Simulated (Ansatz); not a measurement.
MgI₂ (P-4m2) at 2 levels of theory

One geometry, relaxed with PBE; plane waves with PAW potentials in Ansatz, scalar-relativistic. No spin polarisation. Gaps are the least over mesh and band path; pressure is positive in compression.

```cif
data_structure
_symmetry_space_group_name_H-M 'P 1'
_symmetry_Int_Tables_number 1
_cell_length_a 4.4013
_cell_length_b 4.4013
_cell_length_c 7.2887
_cell_angle_alpha 90.000
_cell_angle_beta 90.000
_cell_angle_gamma 90.000
_cell_volume 141.19
loop_
_atom_site_label
_atom_site_type_symbol
_atom_site_fract_x
_atom_site_fract_y
_atom_site_fract_z
_atom_site_occupancy
Mg1 Mg 0.00000 0.00000 0.00000 1
I1 I 0.50000 0.00000 0.23067 1
I2 I 0.00000 0.50000 0.76933 1
```

```json
{"level": "PBE", "cutoff (eV)": "420", "k mesh": "6×6×4", "gap (eV)": "3.27", "pressure (GPa)": "0.0"}
```

Task: What comes out on the same cell with r2SCAN?

Result:
```json
{"level": "r2SCAN", "cutoff (eV)": "500", "k mesh": "6×6×4", "gap (eV)": "3.93", "pressure (GPa)": "-0.5"}
```

Spin-orbit coupling matters for the bands of heavy elements and is left out. The cell holds layers, chains or molecules and no dispersion correction was added, so their binding is poorly described.

It was reached by relaxing an invented guess, and it needn't be the stable form of this composition.
